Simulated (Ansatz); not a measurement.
Here is the system:

Relaxed BeO (wurtzite):

```xyz
4
Lattice="2.6905 0.0000 0.0000 -1.3452 2.3300 0.0000 0.0000 0.0000 4.3699" Properties=species:S:1:pos:R:3 pbc="T T T"
Be     1.3452     0.7767     0.0063
Be     0.0000     1.5534     2.1913
O      1.3452     0.7767     2.7257
O      0.0000     1.5534     0.5408
```

In this cell atom 3 (O, nearest neighbour Be at 1.643 Å; its periodic images, 2.7 Å or more away, move with it) is moved by s along Cartesian z, unit vector (0.000, 0.000, 1.000); all other atoms and the cell stay fixed.

These are r2SCAN (plane waves to 500 eV, PAW, scalar-relativistic; Ansatz, a quantum-chemistry and plane-wave program) values and carry that method's errors. k mesh 11×11×6 (Γ-centred), Fermi-Dirac smearing 0.05 eV. The energy includes the smearing's −TS. BeO was relaxed with its symmetry unable to fall. The zero of ΔE is the undisplaced structure.

The scan covers s from -0.330 to 0.330 Å in 11 points.

**Question.** Is the energy the same for displacements of ±0.330 Å, and if not, which side lies higher?

**Answer.** Not even: the positive side lies higher at ±0.330 Å. With its periodic images moving along, the atom's site symmetry in this cell is 3m..

**Question.** What force acts on the atom along the line at s = -0.330 Å?

**Answer.** 4.88 eV/Å.

**Question.** What is the energy change at s = 0.330 Å?

**Answer.** 1670 meV/cell.

**Question.** What is the force constant k = d²E/ds² of this move at s = 0?

**Answer.** 21.0 eV/Å².

(A displaced cell: forces are minus the slopes of the energy, force constants its curvatures, and phonons follow from these.)
